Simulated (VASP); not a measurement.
# TiO2 (Rutile) (P4_2/mnm) in VASP: settings compared

One crystal, TiO2 (Rutile), is run at these levels: LDA, PBEsol; tasks: relaxation of cell and atoms.

Program: VASP 6.6.1. These are calculated values, not measurements. Logs are shortened: lines on timing, memory, paths and dates and some standing lists are left out, and cuts for length are marked.

## Step 1: The crystal as given

Symmetry: P4_2/mnm, No. 136, tetragonal system. The conventional cell has a = 4.592 Å, b = 4.592 Å, c = 2.957 Å, α = 90.00°, β = 90.00°, γ = 90.00°. Ti (site symmetry mmm) has 6 O at 1.95 to 1.98 Å as nearest neighbours. Around O (site symmetry m2m) lie 3 Ti at 1.95 to 1.98 Å.

## Step 2: Relaxation of cell and atoms, LDA

Contents of INCAR:

```
SYSTEM = TiO2
PREC = Accurate
ENCUT = 600
EDIFF = 1E-6
ISMEAR = 0
SIGMA = 0.03
LREAL = .FALSE.
LASPH = .TRUE.
NELM = 80
ALGO = Normal
ISIF = 3
LWAVE = .FALSE.
LCHARG = .FALSE.
GGA = CA
IBRION = 2
NSW = 90
EDIFFG = -0.01
KPAR = 2
```

Contents of KPOINTS:

```
Automatic mesh
0
G
  6 6 10
  0 0 0
```

Contents of POSCAR:

```
TiO2
1.0
    4.5922000000      0.0000000000      0.0000000000
    0.0000000000      4.5922000000      0.0000000000
    0.0000000000      0.0000000000      2.9574000000
Ti O
2 4
Direct
    0.0000000000      0.0000000000      0.0000000000
    0.5000000000      0.5000000000      0.5000000000
    0.3049600000      0.3049600000      0.0000000000
    0.1950400000      0.8049600000      0.5000000000
    0.6950400000      0.6950400000      0.0000000000
    0.8049600000      0.1950400000      0.5000000000
```

Potentials or basis: VASP PAW LDA potentials, release 64 (Ti_sv, O).

Started as:

```console
> cat potpaw_LDA.64/Ti_sv/POTCAR potpaw_LDA.64/O/POTCAR > POTCAR
> mpirun -np 2 vasp_std > vasp.out
```

OUTCAR:

```text
SYSTEM = TiO2
   PREC = Accurate
   ENCUT = 600
   EDIFF = 1E-6
   ISMEAR = 0
   LREAL = .FALSE.
   LASPH = .TRUE.
   NELM = 80
   ISIF = 3
   GGA = CA
   IBRION = 2
   NSW = 90
   EDIFFG = -0.01

 ion  position               nearest neighbor table
   1  0.000  0.000  0.000-   4 1.95   6 1.95   4 1.95   6 1.95   5 1.98   3 1.98
   2  0.500  0.500  0.500-   3 1.95   5 1.95   3 1.95   5 1.95   4 1.98   6 1.98
   3  0.305  0.305  0.000-   2 1.95   2 1.95   1 1.98
   4  0.195  0.805  0.500-   1 1.95   1 1.95   2 1.98
   5  0.695  0.695  0.000-   2 1.95   2 1.95   1 1.98
   6  0.805  0.195  0.500-   1 1.95   1 1.95   2 1.98

  LATTYP: Found a simple tetragonal cell.
 ALAT       =     4.5922000000
 C/A-ratio  =     0.6440050520

  Lattice vectors:

 A1 = (   4.5922000000,   0.0000000000,   0.0000000000)
 A2 = (   0.0000000000,   4.5922000000,   0.0000000000)
 A3 = (   0.0000000000,   0.0000000000,   2.9574000000)

Analysis of symmetry for initial positions (statically):
=====================================================================
 Subroutine PRICEL returns:
 Original cell was already a primitive cell.

 Routine SETGRP: Setting up the symmetry group for a
 simple tetragonal supercell.

 Subroutine GETGRP returns: Found 16 space group operations
 (whereof  8 operations were pure point group operations)
 out of a pool of 16 trial point group operations.

The static configuration has the point symmetry D_2h.
 The point group associated with its full space group is D_4h.

Analysis of symmetry for dynamics (positions and initial velocities):
=====================================================================
 Subroutine PRICEL returns:
 Original cell was already a primitive cell.

 Routine SETGRP: Setting up the symmetry group for a
 simple tetragonal supercell.

 Subroutine GETGRP returns: Found 16 space group operations
 (whereof  8 operations were pure point group operations)
 out of a pool of 16 trial point group operations.

The dynamic configuration has the point symmetry D_2h.
 The point group associated with its full space group is D_4h.

 Subroutine INISYM returns: Found 16 space group operations
 (whereof  8 operations are pure point group operations),
 and found     1 'primitive' translations

----------------------------------------------------------------------------------------

                                     Primitive cell

  volume of cell :      62.3665

  direct lattice vectors                    reciprocal lattice vectors
     4.592200000  0.000000000  0.000000000     0.217760550  0.000000000  0.000000000
     0.000000000  4.592200000  0.000000000     0.000000000  0.217760550  0.000000000
     0.000000000  0.000000000  2.957400000     0.000000000  0.000000000  0.338134848

  length of vectors
     4.592200000  4.592200000  2.957400000     0.217760550  0.217760550  0.338134848

  position of ions in fractional coordinates (direct lattice)
     0.000000000  0.000000000  0.000000000
     0.500000000  0.500000000  0.500000000
     0.304960000  0.304960000  0.000000000
     0.195040000  0.804960000  0.500000000
     0.695040000  0.695040000  0.000000000
     0.804960000  0.195040000  0.500000000

  ion indices of the primitive-cell ions
   primitive index   ion index
                 1           1
                 2           2
                 3           3
                 4           4
                 5           5
                 6           6

----------------------------------------------------------------------------------------

 KPOINTS: Automatic mesh

Automatic generation of k-mesh.
 Grid dimensions read from file:
 generate k-points for:    6    6   10

 Generating k-lattice:

  Cartesian coordinates                     Fractional coordinates (reciprocal lattice)
     0.036293425  0.000000000  0.000000000     0.166666667  0.000000000  0.000000000
     0.000000000  0.036293425  0.000000000     0.000000000  0.166666667  0.000000000
     0.000000000  0.000000000  0.033813485     0.000000000  0.000000000  0.100000000

  Length of vectors
[... 45 lines left out ...]
   POTIM  = 0.5000    time-step for ionic-motion
   TEBEG  =    0.0;   TEEND  =   0.0 temperature during run
   PSTRESS=    0.0 pullay stress
   NELECT =      48.0000    total number of electrons
   NUPDOWN=      -1.0000    fix difference up-down
   EMIN   =  10.00;   EMAX   =-10.00  energy-range for DOS
   EFERMI =   0.00;   METHOD = LEGACY
   ISMEAR =     0;   SIGMA  =   0.03  broadening in eV -4-tet -1-fermi 0-gaus
   EFERMI_NEDOS =   21; number of points for ismear=-14 and -15
   IALGO  =     38    algorithm
   IMIX   =      4    mixing-type and parameters
     AMIX     =   0.40;   BMIX     =  1.00
     AMIX_MAG =   1.60;   BMIX_MAG =  1.00
  volume/ion in A,a.u.               =      10.39        70.15
  Fermi-wavevector in a.u.,A,eV,Ry     =   1.500277  2.835112 30.624403  2.250830
  Thomas-Fermi vector in A             =   2.611798
   LORBIT       =      0    0 simple, 1 ext, 2 COOP (PROOUT), +10 PAW based schemes
   GGA     = CA    functional components
   LHFCALC =     F    Hartree Fock is set to
   AEXX    =    0.0000 exact exchange contribution
   IVDW    =     0    specifies the selected vdW correction
   LEPSILON=     F    determine dielectric tensor
   LRPA    =     F    only Hartree local field effects (RPA)
 conjugate gradient relaxation of ions
 non-spin polarized calculation
 Gauss-broadening in eV      SIGMA  =   0.03
  energy-cutoff  :      600.00
  volume of cell :       62.37
 maximum number of plane-waves:      2102
 NGX is ok and might be reduce to    40
   NGX = 19   NGY = 19   NGZ = 11

--------------------------------------- Ionic step        1  -------------------------------------------

 number of electron      47.9999988 magnetization

 Free energy of the ion-electron system (eV)
  ---------------------------------------------------
  ext. energy  EPLUGINS =         0.00000000
  ---------------------------------------------------
  free energy    TOTEN  =       -58.75162212 eV

  energy without entropy =      -58.75162212  energy(sigma->0) =      -58.75162212

------------------------ aborting loop because EDIFF is reached ----------------------------------------

  FORCE on cell =-STRESS in cart. coord.  units (eV):
  Direction    XX          YY          ZZ          XY          YZ          ZX
  --------------------------------------------------------------------------------------
  -------------------------------------------------------------------------------------
  Total       -2.3965854     -2.3965854     -3.4488550     -0.0000000      0.0000000      0.0000000
  in kB      -61.5675439    -61.5675439    -88.6000283     -0.0000000      0.0000000      0.0000000
  external PRESSURE =     -70.5783720 kB  Pullay stress =       0.0000000 kB
[... 185 lines left out ...]
  energy  without entropy=      -58.7939936509  energy(sigma->0) =      -58.79399365

--------------------------------------- Ionic step        6  -------------------------------------------

 number of electron      48.0000001 magnetization

 Free energy of the ion-electron system (eV)
  ---------------------------------------------------
  ext. energy  EPLUGINS =         0.00000000
  ---------------------------------------------------
  free energy    TOTEN  =       -58.79400953 eV

  energy without entropy =      -58.79400953  energy(sigma->0) =      -58.79400953

 E-fermi :   5.1022     XC(G=0): -12.1570

 val. band max:        4.8907704476   @ k =   0.0000   0.0000   0.0000
 cond. band min:       6.7067470611   @ k =   0.0000   0.0000   0.0000
 fundamental gap:      1.8159766135
 Fermi energy:         5.1021782616

 k-point     1 :       0.0000    0.0000    0.0000
  band No.  band energies     occupation
      1     -51.2037      2.00000
      2     -51.1818      2.00000
      3     -27.9468      2.00000
      4     -27.9468      2.00000
      5     -27.7534      2.00000
      6     -27.7534      2.00000
[... 733 lines left out ...]
     27       8.0720      0.00000
     28       8.0720      0.00000

 [... further k-points ...]
[... 5 lines left out ...]
  --------------------------------------------------------------------------------------
  -------------------------------------------------------------------------------------
  Total        0.0233357      0.0233357      0.0333969      0.0000000      0.0000000      0.0000000
  in kB        0.6177586      0.6177586      0.8841059      0.0000000      0.0000000      0.0000000
  external PRESSURE =       0.7065410 kB  Pullay stress =       0.0000000 kB
[... 21 lines left out ...]
  FREE ENERGIE OF THE ION-ELECTRON SYSTEM (eV)
  ---------------------------------------------------
  free  energy   TOTEN  =       -58.7940095267 eV

  energy  without entropy=      -58.7940095267  energy(sigma->0) =      -58.79400953

 reached required accuracy - stopping structural energy minimisation
```

It took 2.6 min on 2 MPI ranks of Intel Xeon Platinum 8488C (Sapphire Rapids), shared host; peak memory 0.23 GiB.

Results:

```yaml
Free_energy: -58.7940 eV
Relaxed_volume: 10.09 Å³/atom
Relaxed_cell: a = 4.552 Å, b = 4.552 Å, c = 2.921 Å, α = 90.00°, β = 90.00°, γ = 90.00°
Space_group_after_relaxing_to_0.05_Å: P4_2/mnm (No. 136)
Energy_gained_by_relaxing: 7.1 meV/atom
Ionic_steps: 6
Pressure_after_relaxing: 0.1 GPa
Band_gap_on_the_k_mesh: 1.82 eV, direct
```

Step by step:
| step | energy change (eV) | largest force (eV/Å) | pressure (GPa) | volume (Å³) |
| --- | --- | --- | --- | --- |
| 1 | 0.0000 | 0.0015 | -7.06 | 62.37 |
| 2 | 0.0417 | 0.3951 | 11.32 | 58.32 |
| 3 | -0.0402 | 0.1495 | -0.08 | 60.66 |
| 4 | -0.0402 | 0.1527 | 0.01 | 60.62 |
| 5 | -0.0424 | 0.0155 | 0.03 | 60.53 |
| 6 | -0.0424 | 0.0011 | 0.07 | 60.52 |

Final structure:
```
Ti O
1.0
     4.55152    0.00000    0.00000
     0.00000    4.55152    0.00000
     0.00000    0.00000    2.92146
Ti O
2 4
Cartesian
  4.5515 0.0000 0.0000
  2.2758 2.2758 1.4607
  1.3829 1.3829 0.0000
  0.8929 3.6586 1.4607
  3.1687 3.1687 0.0000
  3.6586 0.8929 1.4607
```

A k mesh can miss the band edges. Zero-point motion and thermal expansion aren't in these numbers.

## Step 3: Relaxation of cell and atoms, LDA

This run uses another cell than the first one, of 10.09 Å³/atom, 0.970 times its volume.

INCAR: that of step 2 with these lines changed.

```diff
@@ -3,3 +3,3 @@
 ENCUT = 600
-EDIFF = 1E-6
+EDIFF = 1E-7
 ISMEAR = 0
@@ -16,3 +16,3 @@
 NSW = 90
-EDIFFG = -0.01
+EDIFFG = -0.005
 KPAR = 2
```

KPOINTS is that of step 2.

Contents of POSCAR:

```
TiO2                                    
1.0
    4.5515204222      0.0000000000      0.0000000000
   -0.0000000000      4.5515204222      0.0000000000
    0.0000000000      0.0000000000      2.9214589507
  Ti              O             
     2     4
Direct
     1.0000000000000000    0.0000000000000000    0.0000000000000000
     0.5000000000000000    0.5000000000000000    0.5000000000000000
     0.3038259655017612    0.3038259655017612    0.0000000000000000
     0.1961740344982388    0.8038259655017611    0.5000000000000000
     0.6961740344982389    0.6961740344982389    0.0000000000000000
     0.8038259655017611    0.1961740344982388    0.5000000000000000
```

Potentials or basis: VASP PAW LDA potentials, release 64 (Ti_sv, O).

Started as:

```console
> cat potpaw_LDA.64/Ti_sv/POTCAR potpaw_LDA.64/O/POTCAR > POTCAR
> mpirun -np 2 vasp_std > vasp.out
```

Wall time 73 s (2 MPI ranks of Intel Xeon Platinum 8488C (Sapphire Rapids), shared host); peak memory 0.21 GiB.

Results (log left out):

| Item | Value |
| --- | --- |
| Free energy | -58.7883 eV |
| Relaxed volume | 10.09 Å³/atom |
| Relaxed cell | a = 4.552 Å, b = 4.552 Å, c = 2.922 Å, α = 90.00°, β = 90.00°, γ = 90.00° |
| Space group after relaxing (to 0.05 Å) | P4_2/mnm (No. 136) |
| Energy gained by relaxing | 0.0 meV/atom |
| Ionic steps | 3 |
| Pressure after relaxing | 0.0 GPa |
| Band gap on the k mesh | 1.81 eV, direct |

Forces on the atoms (eV/Å):
```
Ti   0.000  0.000  0.000
Ti   0.000  0.000  0.000
O    0.002  0.002  0.000
O   -0.002  0.002  0.000
O   -0.002 -0.002  0.000
O    0.002 -0.002  0.000
```

Final structure:
```xyz
6
Lattice="4.5523 0.0000 0.0000 0.0000 4.5523 0.0000 0.0000 0.0000 2.9220" Properties=species:S:1:pos:R:3 pbc="T T T"
Ti    0.0000    0.0000    0.0000
Ti    2.2761    2.2761    1.4610
O     1.3831    1.3831    0.0000
O     0.8930    3.6592    1.4610
O     3.1692    3.1692    0.0000
O     3.6592    0.8930    1.4610
```

Levels at points of the mesh, in eV from the valence-band top:
```
           k point  band 22  band 23  band 24  band 25  band 26  band 27
(0.00, 0.00, 0.00)    -0.48    -0.48     0.00     1.81     2.10     2.40
(0.50, 0.00, 0.00)    -1.70    -0.79    -0.79     2.53     2.53     3.09
(0.50, 0.50, 0.00)    -1.32    -1.11    -1.11     1.85     1.85     2.54
(0.00, 0.00, 0.50)    -2.57    -1.47    -1.47     3.04     3.04     3.26
(0.50, 0.00, 0.50)    -2.15    -1.10    -1.10     1.86     1.86     3.29
(0.50, 0.50, 0.50)    -1.39    -0.68    -0.68     2.61     2.61     3.23
```

## Step 4: Relaxation of cell and atoms, PBEsol

Contents of INCAR:

```
PREC     = Accurate       # precision mode
ENCUT    = 600            # plane-wave cutoff, eV
EDIFF    = 1E-6           # SCF threshold, eV
ISMEAR   = 0              # smearing method
SIGMA    = 0.03           # smearing width, eV
LREAL    = F              # projectors in reciprocal space
LASPH    = T              # aspherical terms in the spheres
NELM     = 80             # most SCF steps
ALGO     = Normal         # electronic algorithm
ISIF     = 3              # what is computed and relaxed
LWAVE    = F              # write WAVECAR
LCHARG   = F              # write CHGCAR
GGA      = PS             # functional
IBRION   = 2              # ionic algorithm
NSW      = 90             # ionic steps
EDIFFG   = -0.01          # ionic threshold
KPAR     = 2
```

Contents of KPOINTS:

```
regular mesh
0
Gamma
  6 6 10
```

Contents of POSCAR:

```
TiO2
1.0
    4.5922000000      0.0000000000      0.0000000000
    0.0000000000      4.5922000000      0.0000000000
    0.0000000000      0.0000000000      2.9574000000
Ti O
2 4
Direct
    0.0000000000      0.0000000000      0.0000000000
    0.5000000000      0.5000000000      0.5000000000
    0.3049600000      0.3049600000      0.0000000000
    0.1950400000      0.8049600000      0.5000000000
    0.6950400000      0.6950400000      0.0000000000
    0.8049600000      0.1950400000      0.5000000000
```

Potentials or basis: VASP PAW PBE potentials, release 64 (Ti_sv, O).

Started as:

```console
> cat potpaw_PBE.64/Ti_sv/POTCAR potpaw_PBE.64/O/POTCAR > POTCAR
> mpirun -np 2 vasp_std > vasp.out
```

Wall time 4.2 min (2 MPI ranks of Intel Xeon Platinum 8488C (Sapphire Rapids), shared host); peak memory 0.25 GiB.

It converged, with:

* Free energy: -56.1078 eV
* Relaxed volume: 10.34 Å³/atom
* Relaxed cell: a = 4.592 Å, b = 4.592 Å, c = 2.942 Å, α = 90.00°, β = 90.00°, γ = 90.00°
* Space group after relaxing (to 0.05 Å): P4_2/mnm (No. 136)
* Energy gained by relaxing: 0.5 meV/atom
* Ionic steps: 4
* Pressure after relaxing: 0.0 GPa
* Largest force after relaxing: 0.006 eV/Å
* Band gap on the k mesh: 1.83 eV, direct

Forces in eV/Å, atoms in the order of the input:
```
Ti   0.000  0.000  0.000
Ti   0.000  0.000  0.000
O    0.004  0.004  0.000
O   -0.004  0.004  0.000
O   -0.004 -0.004  0.000
O    0.004 -0.004  0.000
```

The path:
```tsv
step	energy change (eV)	largest force (eV/Å)	pressure (GPa)	volume (Å³)
1	0.0000	0.0539	-1.26	62.37
2	-0.0005	0.0656	1.75	61.63
3	-0.0023	0.0597	0.34	61.98
4	-0.0029	0.0055	0.02	62.04
```

Final structure:
```
CELL_PARAMETERS angstrom
4.59242 0.00000 0.00000
0.00000 4.59242 0.00000
0.00000 0.00000 2.94171
ATOMIC_POSITIONS crystal
Ti 0.00000 0.00000 0.00000
Ti 0.50000 0.50000 0.50000
O 0.30429 0.30429 0.00000
O 0.19572 0.80429 0.50000
O 0.69572 0.69572 0.00000
O 0.80429 0.19572 0.50000
```

Levels at points of the mesh, in eV from the valence-band top:
| k point | band 22 | band 23 | band 24 | band 25 | band 26 | band 27 |
| --- | --- | --- | --- | --- | --- | --- |
| (0.00, 0.00, 0.00) | -0.46 | -0.46 | 0.00 | 1.83 | 2.11 | 2.40 |
| (0.50, 0.00, 0.00) | -1.64 | -0.76 | -0.76 | 2.51 | 2.51 | 3.04 |
| (0.50, 0.50, 0.00) | -1.30 | -1.09 | -1.09 | 1.87 | 1.87 | 2.53 |
| (0.00, 0.00, 0.50) | -2.43 | -1.45 | -1.45 | 2.98 | 2.98 | 3.22 |
| (0.50, 0.00, 0.50) | -2.08 | -1.06 | -1.06 | 1.88 | 1.88 | 3.24 |
| (0.50, 0.50, 0.50) | -1.31 | -0.68 | -0.68 | 2.59 | 2.59 | 3.20 |

Caveat: the PAW data sets were made with another functional, which shifts forces and pressure a little. A k mesh can miss the band edges.

## Step 5: Relaxation of cell and atoms, PBEsol

This run uses another cell than the first one, of 10.34 Å³/atom, 0.995 times its volume.

INCAR: that of step 4 with these lines changed.

```diff
@@ -2,3 +2,3 @@
 ENCUT    = 600            # plane-wave cutoff, eV
-EDIFF    = 1E-6           # SCF threshold, eV
+EDIFF    = 1E-7           # SCF threshold, eV
 ISMEAR   = 0              # smearing method
@@ -15,3 +15,3 @@
 NSW      = 90             # ionic steps
-EDIFFG   = -0.01          # ionic threshold
+EDIFFG   = -0.005         # ionic threshold
 KPAR     = 2
```

KPOINTS is that of step 4.

Contents of POSCAR:

```
TiO2                                    
1.0
    4.5924156965      0.0000000000      0.0000000000
    0.0000000000      4.5924156965      0.0000000000
    0.0000000000      0.0000000000      2.9417133051
  Ti              O             
     2     4
Direct
     1.0000000000000000    1.0000000000000000    0.0000000000000000
     0.5000000000000000    0.5000000000000000    0.5000000000000000
     0.3042848952318485    0.3042848952318485    1.0000000000000000
     0.1957151047681514    0.8042848952318487    0.5000000000000000
     0.6957151047681513    0.6957151047681513    0.0000000000000000
     0.8042848952318487    0.1957151047681514    0.5000000000000000
```

Started as:

```console
> cat potpaw_PBE.64/Ti_sv/POTCAR potpaw_PBE.64/O/POTCAR > POTCAR
> mpirun -np 2 vasp_std > vasp.out
```

It took 99 s on 2 MPI ranks of Intel Xeon Platinum 8488C (Sapphire Rapids), shared host; peak memory 0.24 GiB.

The run converged. Its results:

```
Free energy                            : -56.1068 eV
Relaxed volume                         : 10.34 Å³/atom
Relaxed cell                           : a = 4.593 Å, b = 4.593 Å, c = 2.942 Å, α = 90.00°, β = 90.00°, γ = 90.00°
Space group after relaxing (to 0.05 Å) : P4_2/mnm (No. 136)
Energy gained by relaxing              : 0.0 meV/atom
Ionic steps                            : 2
Pressure after relaxing                : 0.0 GPa
Band gap on the k mesh                 : 1.83 eV, direct
```

Final structure:
```
Ti O
1.0
     4.59271    0.00000    0.00000
     0.00000    4.59271    0.00000
     0.00000    0.00000    2.94174
Ti O
2 4
Direct
  0.00000 0.00000 0.00000
  0.50000 0.50000 0.50000
  0.30432 0.30432 0.00000
  0.19567 0.80432 0.50000
  0.69568 0.69568 0.00000
  0.80432 0.19567 0.50000
```

Levels at points of the mesh, in eV from the valence-band top:
| k point | band 20 | band 21 | band 22 | band 23 | band 24 | band 25 | band 26 | band 27 | band 28 |
| --- | --- | --- | --- | --- | --- | --- | --- | --- | --- |
| (0.00, 0.00, 0.00) | -1.97 | -0.69 | -0.46 | -0.46 | 0.00 | 1.83 | 2.11 | 2.41 | 2.50 |
| (0.50, 0.00, 0.00) | -3.10 | -1.64 | -1.64 | -0.76 | -0.76 | 2.51 | 2.51 | 3.04 | 3.04 |
| (0.50, 0.50, 0.00) | -2.25 | -1.30 | -1.30 | -1.09 | -1.09 | 1.87 | 1.87 | 2.53 | 2.53 |
| (0.00, 0.00, 0.50) | -2.81 | -2.43 | -2.43 | -1.45 | -1.45 | 2.98 | 2.98 | 3.22 | 3.22 |
| (0.50, 0.00, 0.50) | -2.41 | -2.08 | -2.08 | -1.06 | -1.06 | 1.88 | 1.88 | 3.24 | 3.24 |
| (0.50, 0.50, 0.50) | -2.78 | -1.31 | -1.31 | -0.68 | -0.68 | 2.59 | 2.59 | 3.20 | 3.20 |

Caveat: the PAW data sets were made with another functional, which shifts forces and pressure a little. A k mesh can miss the band edges.
